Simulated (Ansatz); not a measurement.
Stoichiometric slabs of C (C2/m (No. 12)), cut along different planes. They are 11 to 11 Å thick, cut from the relaxed bulk and then relaxed; γ is the mean of both faces, φ the top face's.

```cif
data_structure
_symmetry_space_group_name_H-M 'P 1'
_symmetry_Int_Tables_number 1
_cell_length_a 2.4589
_cell_length_b 2.4589
_cell_length_c 3.8911
_cell_angle_alpha 108.291
_cell_angle_beta 108.291
_cell_angle_gamma 60.000
_cell_volume 18.99
loop_
_atom_site_label
_atom_site_type_symbol
_atom_site_fract_x
_atom_site_fract_y
_atom_site_fract_z
_atom_site_occupancy
C1 C 0.83335 0.83335 0.00004 1
C2 C 0.16665 0.16665 0.99996 1
```

All numbers below come from Ansatz 0.2.0, DFT PBEsol, scalar-relativistic, plane waves, PAW. Cutoff 420 eV, k spacing 0.19 to 0.25 Å⁻¹, dipole correction; spin where the bulk is magnetic.

```
       slab cell (Å²)  γ as cut (J/m²)  γ relaxed (J/m²)  φ (eV)
 (101), C/C       16.5             3.40              3.31    5.30
 (201), C/C       12.5             4.53              4.39    5.58
(101̅), C/C       11.3             4.97              4.80    5.68
```

Q: Estimate γ for (111), C/C (cell 11.3 Å², bulk gap 0.0 eV).

A: 4.98 J/m² as cut and 4.81 J/m² relaxed, the highest of the 4.

Q: Which of these faces must appear on a crystal's equilibrium shape?

A: By Wulff's rule each face lies at a distance from the centre in proportion to its γ, so the lowest, (101), C/C at 3.31 J/m², lies nearest and is sure to appear among those computed; areas also depend on angles and on how many equivalent faces there are.

Reconstructions weren't sought.

The reference crystal is a form of C, which isn't its usual structure.